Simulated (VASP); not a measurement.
Pr under changes of volume

One of the cells (37.055 Å³/atom); the others are scaled copies at fixed shape and fractional positions:

```
Pr
1.0
    -2.20901    2.20901    1.89844
     2.20901   -2.20901    1.89844
     2.20901    2.20901   -1.89844
Pr
1
Direct
  0.00000 0.00000 0.00000
```

This isn't the form of Pr at room conditions, which is double hcp.

```yaml
Program: VASP 6.6.1
Functional: PBE
Potentials_or_basis: VASP PAW PBE potentials, release 64 (Pr)
Cutoff: 520 eV
k_mesh: 9 × 9 × 9
Occupations: fermi-dirac, width 0.05 eV
Spin: collinear spin, ferromagnetic start
Starting_moments: "[2.0] μB"
```

```tsv
volume (Å³/atom)	energy over the lowest point (meV/atom)	pressure (GPa)	moment (μB per cell)
34.149	?	?	?
34.876	89.77	-1.1	2.89
35.602	94.85	-1.4	2.90
37.055	0.00	-1.5	2.89
37.782	7.01	-1.8	2.90
38.508	15.37	-2.1	2.90
```

Task: What does the run at 34.149 Å³/atom give?

Result: Energy over the lowest point 86.22 meV/atom; pressure -0.8 GPa; moment 2.87 μB per cell.

The energies don't lie on one smooth curve, so no fit is given. The run at 35.602 Å³/atom lies farthest off, from a change of basis, grid or state.

Energies are extrapolated to zero smearing.

Caveats: the magnetic or orbital state may not be the lowest.
